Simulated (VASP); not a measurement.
Set up this calculation in VASP 6.6.1, as the native input.

```
Task                   : relaxation of cell and atoms
Functional             : PBE
Dispersion             : D3(BJ)
Potentials or basis    : VASP PAW PBE potentials, release 64 (Mo_sv, S)
Cutoff                 : 600 eV
k mesh                 : 12 × 12 × 3
Occupations            : gaussian, width 0.03 eV
Spin                   : no spin polarisation
Further INCAR settings : ALGO = Normal; EDIFF = 1e-07; IBRION = 2; EDIFFG = -0.005; NSW = 90; ISIF = 3
```

The structure of MoS2 lies in POSCAR:

```
MoS2                                    
1.0
    3.1487811847      0.0000000000     -0.0000000000
   -1.5743905923      2.7269244969      0.0000000000
    0.0000000000      0.0000000000     12.0885171618
  Mo              S             
     2     4
Direct
     0.3333333332999970    0.6666666667000030    0.2500000000000000
     0.6666666667000030    0.3333333332999970    0.7500000000000000
     0.3333333332999970    0.6666666667000030    0.6205253139512723
     0.6666666667000030    0.3333333332999970    0.1205253139512724
     0.3333333332999970    0.6666666667000030    0.8794746860487277
     0.6666666667000030    0.3333333332999970    0.3794746860487276
```

These files were run (other wordings do the same):

INCAR

```
SYSTEM = MoS2
ALGO = Normal
EDIFF = 1E-7
EDIFFG = -0.005
ENCUT = 600
GGA = PE
IBRION = 2
ISIF = 3
ISMEAR = 0
IVDW = 12
KPAR = 2
LASPH = .True.
LCHARG = .False.
LREAL = .False.
LWAVE = .False.
NELM = 80
NSW = 90
PREC = Accurate
SIGMA = 0.03
```

KPOINTS

```
k-points
0
Gamma
  12 12 3
  0 0 0
```

Potentials or basis: VASP PAW PBE potentials, release 64 (Mo_sv, S).

Command:

```bash
$ cat potpaw_PBE.64/Mo_sv/POTCAR potpaw_PBE.64/S/POTCAR > POTCAR
$ mpirun -np 2 vasp_std > vasp.out
```

Results of the run:

```yaml
Pressure_after_relaxing: 0.0 GPa
Band_gap_on_the_k_mesh: 0.80 eV, indirect (least direct gap 1.71 eV)
Dispersion_energy_per_atom: -0.438 eV
```

Caveat: the relaxation stopped at its first step, so nothing moved; an odd mesh through Γ misses points on the zone boundary, where band edges often lie.

It took 54 s on 2 MPI ranks on Intel(R) Xeon(R) 6975P-C (Granite Rapids) (shared host), peak memory 0.32 GiB a rank.
